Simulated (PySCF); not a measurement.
**1-Propanamine: calculation and literature**

Geometry:
| atom | x (Å) | y (Å) | z (Å) |
| --- | --- | --- | --- |
| C1 | -1.675 | -0.230 | -0.704 |
| C2 | -0.348 | -0.564 | -0.046 |
| C3 | 0.725 | 0.467 | -0.337 |
| N4 | 1.987 | 0.090 | 0.279 |
| H5 | -2.058 | 0.734 | -0.358 |
| H6 | -2.431 | -0.985 | -0.482 |
| H7 | -1.572 | -0.173 | -1.791 |
| H8 | -0.483 | -0.640 | 1.040 |
| H9 | 0.012 | -1.542 | -0.380 |
| H10 | 0.882 | 0.523 | -1.420 |
| H11 | 0.357 | 1.459 | -0.025 |
| H12 | 1.894 | 0.077 | 1.288 |
| H13 | 2.712 | 0.761 | 0.058 |

What is known from experiment: δ 13C C3 44.6; C2 27.4; C1 11.5; δ 1H H10/H11 2.65; H8/H9 1.46; H5/H6/H7 0.91 ppm (measured; solution, not stated per compound (mostly CDCl3 or CCl4); Pretsch, Buehlmann, Badertscher, Structure Determination of Organic Compounds, 4th ed. (2009)).

Computational details: σ from GIAO-B97-2/pcSseg-2, PBE0-D3(BJ)/def2-TZVP geometry, in PySCF 2.14.0 with density-fitted response routines (no relativistic terms, no solvent model, one conformer, averaged over atoms made equivalent by symmetry, fast rotation or ring inversion).

Question: Set the calculated values beside the experiment.

Answer: 
Reference values: measured (solution, not stated per compound (mostly CDCl3 or CCl4); Pretsch, Buehlmann, Badertscher, Structure Determination of Organic Compounds, 4th ed. (2009)).
| atoms | quantity | reference | computed | computed, scaled |
| --- | --- | --- | --- | --- |
| C3 | δ 13C | 44.6 | 51.1 | 47.3 |
| C2 | δ 13C | 27.4 | 31.2 | 28.0 |
| C1 | δ 13C | 11.5 | 14.7 | 12.1 |
| H10/H11 | δ 1H | 2.65 | 2.71 | 2.69 |
| H8/H9 | δ 1H | 1.46 | 1.46 | 1.51 |
| H5/H6/H7 | δ 1H | 0.91 | 0.93 | 1.01 |

Computed shifts are σ(ref) − σ with the named reference compound (TMS for H and C) calculated as an isolated molecule at the same level. The measured values may be among those fitted. Shieldings were converted by linear fits to measured shifts (mostly CDCl3, TMS scale, for H and C): 13C (scatter 2.0 ppm rms, 2.1 ppm with the 3 outliers that the fit left out); 1H (scatter 0.14 ppm rms, 0.16 ppm with the 5 outliers that the fit left out). A few per cent of atoms miss by over 2 rms, more outside the fitted compound classes. Hydrogens on heteroatoms aren't scaled, only referred to computed TMS.

Question: How far are the unscaled 13C shifts from the references?

Answer: Mean signed difference +4.50 ppm, mean absolute 4.50 ppm over 3 comparisons; the largest is +6.5 ppm at C3 (sp3 CH2 bonded to N).

Question: How far are the unscaled 1H shifts from the references?

Answer: Mean signed difference +0.03 ppm, mean absolute 0.03 ppm over 3 comparisons; the largest is +0.06 ppm at H10/H11 (hydrogen on an sp3 CH2 bonded to N).
